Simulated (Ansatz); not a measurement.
A relaxation computed with Ansatz, from input to last step.

```yaml
crystal:
  lattice:
    - [2.8394492406, 0.0, 0.0]
    - [-1.4197246203, 2.4590351751, 0.0]
    - [0.0, 0.0, 27.8208071604]
  atoms:
    - { symbol: Al, position: [0.0, 0.0, 0.0] }
    - { symbol: Al, position: [0.3333333333, 0.6666666667, 0.0833333333] }
    - { symbol: Al, position: [0.6666666667, 0.3333333333, 0.1666666667] }
    - { symbol: Al, position: [1.0, 1.0, 0.25] }
    - { symbol: Al, position: [0.3333333333, 0.6666666667, 0.3333333333] }
    - { symbol: Al, position: [0.6666666667, 0.3333333333, 0.4166666667] }
    - { symbol: Al, position: [0.3333333333, 0.6666666667, 0.9166666667] }
    - { symbol: Al, position: [0.6666666667, 0.3333333333, 0.8333333333] }
    - { symbol: Al, position: [1.0, 1.0, 0.75] }
    - { symbol: Al, position: [0.3333333333, 0.6666666667, 0.6666666667] }
    - { symbol: Al, position: [0.6666666667, 0.3333333333, 0.5833333333] }
    - { symbol: Al, position: [1.0, 1.0, 0.5] }
basis:
  ecutwfc: 420
kpoints:
  mp_grid: { grid: [12, 12, 2] }
hamiltonian:
  xc: pbesol
scf:
  occupations: { method: gaussian, width: 0.1 }
output:
  forces: true
  stress: true
  eigenvalues: true
  populations: true
  write_density: true
  write_potential: true
  elf: true
  volumetric_format: npy
relax:
  adjacent_minimum: "off"
  f_tol: 0.02
  max_steps: 60
  cell: { fix: [a, b, alpha, beta, gamma], stress_tol: 0.1 }
```

```bash
ansatz run input.yaml --threads 2 --pin off --max-ram 5120MiB --backend cpu --events-out ev --progress --plain --runs-dir out
```

The calculation used DFT PBEsol, scalar-relativistic, plane waves, PAW in Ansatz 0.2.0.

Of 4 frames 4 are shown, positions in Å and forces in eV/Å; the SCF threshold varies from step to step. Steps run on the plane waves of an earlier cell, with a Pulay correction in the pressure. The basis is chosen afresh for the last frame, the zero of the energies, and can be on the way; energy and pressure step there, also at an unchanged geometry.

```xyz
12
Lattice="2.8394 0.0000 0.0000 -1.4197 2.4590 0.0000 0.0000 0.0000 27.8208" Properties=species:S:1:pos:R:3:forces:R:3 pbc="T T T" step=1 free_energy_over_end_meV_per_atom=0.38 pressure_GPa=-0.05
Al    0.0000    0.0000    0.0000    0.0000    0.0000    0.0000
Al    0.0000    1.6394    2.3184    0.0000    0.0000    0.0780
Al    1.4197    0.8197    4.6368    0.0000    0.0000   -0.0080
Al    1.4197    2.4590    6.9552    0.0000    0.0000    0.0000
Al    0.0000    1.6394    9.2736    0.0000    0.0000    0.0080
Al    1.4197    0.8197   11.5920    0.0000    0.0000   -0.0780
Al    0.0000    1.6394   25.5024    0.0000    0.0000   -0.0780
Al    1.4197    0.8197   23.1840    0.0000    0.0000    0.0080
Al    1.4197    2.4590   20.8656    0.0000    0.0000    0.0000
Al    0.0000    1.6394   18.5472    0.0000    0.0000   -0.0080
Al    1.4197    0.8197   16.2288    0.0000    0.0000    0.0780
Al    1.4197    2.4590   13.9104    0.0000    0.0000    0.0000
12
Lattice="2.8394 0.0000 0.0000 -1.4197 2.4590 0.0000 0.0000 0.0000 27.6633" Properties=species:S:1:pos:R:3:forces:R:3 pbc="T T T" step=2 free_energy_over_end_meV_per_atom=0.02 pressure_GPa=0.43
Al    0.0000    0.0000    0.0000    0.0000    0.0000    0.0000
Al    0.0000    1.6394    2.3277    0.0000    0.0000   -0.0200
Al    1.4197    0.8197    4.6198    0.0000    0.0000    0.0010
Al    1.4197    2.4590    6.9158    0.0000    0.0000    0.0000
Al    0.0000    1.6394    9.2119    0.0000    0.0000   -0.0010
Al    1.4197    0.8197   11.5040    0.0000    0.0000    0.0200
Al    0.0000    1.6394   25.3357    0.0000    0.0000    0.0200
Al    1.4197    0.8197   23.0436    0.0000    0.0000   -0.0010
Al    1.4197    2.4590   20.7475    0.0000    0.0000    0.0000
Al    0.0000    1.6394   18.4514    0.0000    0.0000    0.0010
Al    1.4197    0.8197   16.1594    0.0000    0.0000   -0.0200
Al    1.4197    2.4590   13.8317    0.0000    0.0000    0.0000
12
Lattice="2.8394 0.0000 0.0000 -1.4197 2.4590 0.0000 0.0000 0.0000 27.7206" Properties=species:S:1:pos:R:3:forces:R:3 pbc="T T T" step=3 free_energy_over_end_meV_per_atom=-0.02 pressure_GPa=0.25
Al    0.0000    0.0000    0.0000    0.0000    0.0000    0.0000
Al    0.0000    1.6394    2.3281    0.0000    0.0000    0.0010
Al    1.4197    0.8197    4.6275    0.0000    0.0000    0.0000
Al    1.4197    2.4590    6.9302    0.0000    0.0000    0.0000
Al    0.0000    1.6394    9.2328    0.0000    0.0000    0.0000
Al    1.4197    0.8197   11.5322    0.0000    0.0000   -0.0010
Al    0.0000    1.6394   25.3925    0.0000    0.0000   -0.0010
Al    1.4197    0.8197   23.0931    0.0000    0.0000    0.0000
Al    1.4197    2.4590   20.7905    0.0000    0.0000    0.0000
Al    0.0000    1.6394   18.4878    0.0000    0.0000    0.0000
Al    1.4197    0.8197   16.1884    0.0000    0.0000    0.0010
Al    1.4197    2.4590   13.8603    0.0000    0.0000    0.0000
12
Lattice="2.8394 0.0000 0.0000 -1.4197 2.4590 0.0000 0.0000 0.0000 27.7206" Properties=species:S:1:pos:R:3:forces:R:3 pbc="T T T" step=4 free_energy_over_end_meV_per_atom=0.00 pressure_GPa=0.25
Al    0.0000    0.0000    0.0000    0.0000    0.0000    0.0000
Al    0.0000    1.6394    2.3281    0.0000    0.0000    0.0010
Al    1.4197    0.8197    4.6275    0.0000    0.0000    0.0000
Al    1.4197    2.4590    6.9302    0.0000    0.0000    0.0000
Al    0.0000    1.6394    9.2328    0.0000    0.0000    0.0000
Al    1.4197    0.8197   11.5322    0.0000    0.0000   -0.0010
Al    0.0000    1.6394   25.3925    0.0000    0.0000   -0.0010
Al    1.4197    0.8197   23.0931    0.0000    0.0000    0.0000
Al    1.4197    2.4590   20.7905    0.0000    0.0000    0.0000
Al    0.0000    1.6394   18.4878    0.0000    0.0000    0.0000
Al    1.4197    0.8197   16.1884    0.0000    0.0000    0.0010
Al    1.4197    2.4590   13.8603    0.0000    0.0000    0.0000
```

Time: 33 s on 2 threads of Arm Neoverse V1, on a shared host, peak memory 0.53 GiB.